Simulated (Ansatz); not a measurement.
# TiO: tests of the settings

An exercise on one series of results from a longer session: the logs are not shown, and one member is left open.

Method: DFT PBEsol, scalar-relativistic, plane waves, PAW, in Ansatz 0.2.0.

1 further run of the same task is left out (set aside as unsound or not needed). Runs told in other sessions of the task aren't counted.

### The system as given

The structure is hexagonal, space group P-62m (No. 189). The conventional cell has a = 4.989 Å, b = 4.989 Å, c = 2.873 Å, α = 90.00°, β = 90.00°, γ = 120.00°. Around Ti (site symmetry -6) lie 6 O at 2.10 Å. Ti (site symmetry -62m) has 3 O at 1.97 Å in its first shell of neighbours. O (site symmetry m2m) is surrounded by 5 Ti at 1.97 to 2.10 Å.

Coordinates:

```
CELL_PARAMETERS angstrom
4.98909 0.00000 0.00000
-2.49454 4.32068 0.00000
0.00000 0.00000 2.87331
ATOMIC_POSITIONS crystal
Ti 0.66667 0.33333 0.50000
Ti 0.33333 0.66667 0.50000
Ti 0.00000 0.00000 0.00000
O 0.60556 0.60556 0.00000
O 0.39444 0.00000 0.00000
O 0.00000 0.39444 0.00000
```

Source of the structure: the Materials Project (structure only). It is taken as it stands there.

### The base input

input.yaml

```yaml
crystal:
  lattice:
    - [4.989087772, 0.0, 0.0]
    - [-2.494543886, 4.3206767523, 0.0]
    - [0.0, 0.0, 2.87331344]
  atoms:
    - { symbol: Ti, position: [0.66666667, 0.33333333, 0.5] }
    - { symbol: Ti, position: [0.33333333, 0.66666667, 0.5] }
    - { symbol: Ti, position: [0.0, 0.0, 0.0] }
    - { symbol: O, position: [0.60555924, 0.60555924, 0.0] }
    - { symbol: O, position: [0.39444076, 0.0, 0.0] }
    - { symbol: O, position: [0.0, 0.39444076, 0.0] }
basis:
  ecutwfc: 420
kpoints:
  mp_grid: { grid: [12, 12, 12] }
hamiltonian:
  xc: pbesol
scf:
  occupations: { method: gaussian, width: 0.1 }
output:
  forces: true
  stress: true
  eigenvalues: true
  populations: true
```

Its results, from an earlier run: -1518.8002 eV/atom at zero smearing, pressure -5.76 GPa, largest force 0.030 eV/Å, no gap on the mesh, in 7 SCF cycles and 56 s.

The first run:

input.yaml

```yaml
crystal:
  lattice:
    - [4.989087772, 0.0, 0.0]
    - [-2.494543886, 4.3206767523, 0.0]
    - [0.0, 0.0, 2.87331344]
  atoms:
    - { symbol: Ti, position: [0.6666666667, 0.3333333333, 0.5] }
    - { symbol: Ti, position: [0.3333333333, 0.6666666667, 0.5] }
    - { symbol: Ti, position: [0.0, 0.0, 0.0] }
    - { symbol: O, position: [0.60555924, 0.60555924, 0.0] }
    - { symbol: O, position: [0.39444076, 0.0, 0.0] }
    - { symbol: O, position: [0.0, 0.39444076, 0.0] }
basis:
  ecutwfc: 150
kpoints:
  mp_grid: { grid: [12, 12, 12] }
hamiltonian:
  xc: pbesol
scf:
  occupations: { method: gaussian, width: 0.1 }
output:
  forces: true
  stress: true
  eigenvalues: true
```

On the command line:

```
$ ansatz run input.yaml --threads 1 --pin off --max-ram 2560MiB --backend cpu --events-out ev --progress --plain --runs-dir out
```

Steps of the session up to this table: Plane-wave cutoff set to 150 eV; Plane-wave cutoff set to 200 eV; Plane-wave cutoff: 250 eV; Plane-wave cutoff set to 300 eV; Plane-wave cutoff set to 350 eV; Plane-wave cutoff set to 380 eV; Plane-wave cutoff: 460 eV; Plane-wave cutoff set to 520 eV; Plane-wave cutoff set to 600 eV; Plane-wave cutoff: 700 eV; Plane-wave cutoff set to 850 eV.

One table of the session follows, with a row left open; its other results are not shown here.

It belongs to the step «The sweep of the plane-wave cutoff side by side». 

| cutoff (eV) | ΔE (meV/atom) | pressure (GPa) | largest change of a force component (eV/Å) |
| --- | --- | --- | --- |
| 150 | 21302 | 69.76 | 1.817 |
| 200 | 5573 | -12.69 | 0.804 |
| 250 | 1470 | -13.78 | 0.371 |
| 300 | ? | ? | ? |
| 350 | 54.9 | -5.68 | 0.005 |
| 380 | 18.1 | -5.74 | 0.001 |
| 420 | 4.33 | -5.76 | 0.000 |
| 460 | 1.52 | -5.75 | 0.001 |
| 520 | 0.89 | -5.76 | 0.001 |
| 600 | 0.53 | -5.77 | 0.000 |
| 700 | 0.26 | -5.77 | 0.000 |
| 850 | 0.00 | -5.77 | 0.000 |

**Question.** Estimate the row for cutoff (eV) = 300.

Worked estimate for «ΔE (meV/atom)». A straight line through the neighbours (250, 1470) and (350, 54.9) gives 1470 + (54.9 − 1470) × (300 − 250) / (350 − 250) = 762; a parabola fitted to 4 rows on both sides gives -162.

**Answer.** ΔE (meV/atom): 318; pressure (GPa): -5.18; largest change of a force component (eV/Å): 0.057. In «ΔE (meV/atom)» the line misses by +444 and the parabola by -480. Between these rows the values bend or scatter more than so simple an estimate can follow.

Caveats from the session: Spin polarisation is off in the runs that give these values; a magnetic solution could lie lower. Warnings in the runs' records: cutoff below recommended.
